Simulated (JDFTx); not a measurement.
An input for JDFTx 1.7.0 (patched build) (MoS2):

The input bands.in:

```
include MoS2.lattice
coords-type Lattice
include MoS2.ionpos

ion-species pseudo/Mo.upf
ion-species pseudo/S.upf
elec-cutoff 40 320
elec-ex-corr gga-PBEsol
elec-smearing Fermi 0.0018374661
elec-n-bands 34
electronic-minimize nIterations 30 energyDiffThreshold 1e-06
davidson-band-ratio 1.3
forces-output-coords Cartesian
include path.kpoints
symmetries none
fix-electron-density run.$VAR

dump-name bands.$VAR
dump End Ecomponents EigStats BandEigs Kpoints Forces
```

File MoS2.lattice:

```
lattice \
    6.0179111844    -3.0089555922     0.0000000000 \
    0.0000000000     5.2116639634     0.0000000000 \
    0.0000000000     0.0000000000    40.9513755950
```

MoS2.ionpos

```
ion Mo     0.3333333333     0.6666666667     0.8511602300 1
ion Mo     0.6666666667     0.3333333333     0.1488397700 1
ion S      0.6666666667     0.3333333333     0.7796253900 1
ion S      0.3333333333     0.6666666667     0.0772510000 1
ion S      0.6666666667     0.3333333333     0.9227490000 1
ion S      0.3333333333     0.6666666667     0.2203746100 1
```

path.kpoints

```
kpoint +0.0000000000 +0.0000000000 +0.0000000000 0.019607843137
kpoint +0.0625000000 +0.0000000000 +0.0000000000 0.019607843137
kpoint +0.1250000000 +0.0000000000 +0.0000000000 0.019607843137
kpoint +0.1875000000 +0.0000000000 +0.0000000000 0.019607843137
kpoint +0.2500000000 +0.0000000000 +0.0000000000 0.019607843137
kpoint +0.3125000000 +0.0000000000 +0.0000000000 0.019607843137
kpoint +0.3750000000 +0.0000000000 +0.0000000000 0.019607843137
kpoint +0.4375000000 +0.0000000000 +0.0000000000 0.019607843137
kpoint +0.5000000000 +0.0000000000 +0.0000000000 0.019607843137
kpoint +0.4583333333 +0.0833333333 +0.0000000000 0.019607843137
kpoint +0.4166666667 +0.1666666667 +0.0000000000 0.019607843137
kpoint +0.3750000000 +0.2500000000 +0.0000000000 0.019607843137
kpoint +0.3333333333 +0.3333333333 +0.0000000000 0.019607843137
kpoint +0.2962962963 +0.2962962963 +0.0000000000 0.019607843137
kpoint +0.2592592593 +0.2592592593 +0.0000000000 0.019607843137
kpoint +0.2222222222 +0.2222222222 +0.0000000000 0.019607843137
kpoint +0.1851851852 +0.1851851852 +0.0000000000 0.019607843137
kpoint +0.1481481481 +0.1481481481 +0.0000000000 0.019607843137
kpoint +0.1111111111 +0.1111111111 +0.0000000000 0.019607843137
kpoint +0.0740740741 +0.0740740741 +0.0000000000 0.019607843137
kpoint +0.0370370370 +0.0370370370 +0.0000000000 0.019607843137
kpoint +0.0000000000 +0.0000000000 +0.0000000000 0.019607843137
kpoint +0.0000000000 +0.0000000000 +0.5000000000 0.019607843137
kpoint +0.0625000000 +0.0000000000 +0.5000000000 0.019607843137
kpoint +0.1250000000 +0.0000000000 +0.5000000000 0.019607843137
kpoint +0.1875000000 +0.0000000000 +0.5000000000 0.019607843137
kpoint +0.2500000000 +0.0000000000 +0.5000000000 0.019607843137
kpoint +0.3125000000 +0.0000000000 +0.5000000000 0.019607843137
kpoint +0.3750000000 +0.0000000000 +0.5000000000 0.019607843137
kpoint +0.4375000000 +0.0000000000 +0.5000000000 0.019607843137
kpoint +0.5000000000 +0.0000000000 +0.5000000000 0.019607843137
kpoint +0.4666666667 +0.0666666667 +0.5000000000 0.019607843137
kpoint +0.4333333333 +0.1333333333 +0.5000000000 0.019607843137
kpoint +0.4000000000 +0.2000000000 +0.5000000000 0.019607843137
kpoint +0.3666666667 +0.2666666667 +0.5000000000 0.019607843137
kpoint +0.3333333333 +0.3333333333 +0.5000000000 0.019607843137
kpoint +0.3030303030 +0.3030303030 +0.5000000000 0.019607843137
kpoint +0.2727272727 +0.2727272727 +0.5000000000 0.019607843137
kpoint +0.2424242424 +0.2424242424 +0.5000000000 0.019607843137
kpoint +0.2121212121 +0.2121212121 +0.5000000000 0.019607843137
kpoint +0.1818181818 +0.1818181818 +0.5000000000 0.019607843137
kpoint +0.1515151515 +0.1515151515 +0.5000000000 0.019607843137
kpoint +0.1212121212 +0.1212121212 +0.5000000000 0.019607843137
kpoint +0.0909090909 +0.0909090909 +0.5000000000 0.019607843137
kpoint +0.0606060606 +0.0606060606 +0.5000000000 0.019607843137
kpoint +0.0303030303 +0.0303030303 +0.5000000000 0.019607843137
kpoint +0.0000000000 +0.0000000000 +0.5000000000 0.019607843137
kpoint +0.5000000000 +0.0000000000 +0.5000000000 0.019607843137
kpoint +0.5000000000 +0.0000000000 +0.0000000000 0.019607843137
kpoint +0.3333333333 +0.3333333333 +0.0000000000 0.019607843137
kpoint +0.3333333333 +0.3333333333 +0.5000000000 0.019607843137
```

Potentials or basis: PseudoDojo-SR-PBEsol-0.4.1-standard with smoothed tails.

The run is started by

```bash
$ jdftx -c 1 -i bands.in -o bands.out
```

Q: Does this run start?

A: The run stopped without a result. It printed:

Output:

```text
*************** JDFTx 1.7.0 (patched build) ***************

Input parsed successfully to the following command list (including defaults):
[... the input with its defaults ...]

---------- Initializing the Grid ----------
R =
[      6.01791     -3.00896            0  ]
[            0      5.21166            0  ]
[            0            0      40.9514  ]
[... 36 lines left out ...]
  Core radius for overlap checks: 1.35 bohrs.

Reading pseudopotential file 'pseudo/S.upf':
  'S' pseudopotential, 'PBESOL' functional
  Generated using ONCVPSP code by D. R. Hamann
  6 valence electrons, 2 orbitals, 6 projectors, 1001 radial grid points, with lMax = 2
    3S    l: 0   occupation:  2.0   eigenvalue: -0.631879
    3P    l: 1   occupation:  4.0   eigenvalue: -0.256451
  Core radius for overlap checks: 1.58 bohrs.

Initialized 2 species with 6 total atoms.
Specified kpoint weights do not add to 1
Failed.
```
